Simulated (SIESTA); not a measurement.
Crystal: PbS (Galena).

```
Pb S
1.0
     0.00000    2.96575    2.96575
     2.96575    0.00000    2.96575
     2.96575    2.96575    0.00000
Pb S
1 1
Direct
  0.00000 0.00000 0.00000
  0.50000 0.50000 0.50000
```

Base run:

```yaml
Program: SIESTA 5.4.2
Functional: SOGGA
Potentials_or_basis: PseudoDojo 0.4 standard (PBEsol files)
Basis: DZP (energy shift 0.002 Ry)
Grid_cutoff: 500 Ry
Energy_shift: 0.002 Ry
k_mesh: 8 × 8 × 8
Occupations: fermi-dirac, width 0.05 eV
Spin: no spin polarisation
```

Its results: band gap on the k mesh 0.29 eV, direct; pressure -0.9 GPa.

Q: The run is repeated on the same cell with these changes: functional from SOGGA to PBE; potentials or basis from PseudoDojo 0.4 standard (PBEsol files) to PseudoDojo 0.4 stringent (PBE files); valence electrons from 20 to 28. What comes out?

A: Band gap on the k mesh 0.11 eV, direct; pressure 0.3 GPa.

Caveats: semicore shells carry a single zeta, which can move pressures by several GPa and volumes by a few percent; spin-orbit coupling is left out, which as a rule narrows the gap of such compounds by several tenths of an eV; the basis of atomic orbitals isn't converged, which shifts pressures, moduli and gaps; the potentials were made for another functional, which shifts forces and pressure (some runs); the valence orbitals were made in a potential fitted to the semicore shell under them, which widens gaps by tenths of an eV or more (some runs).
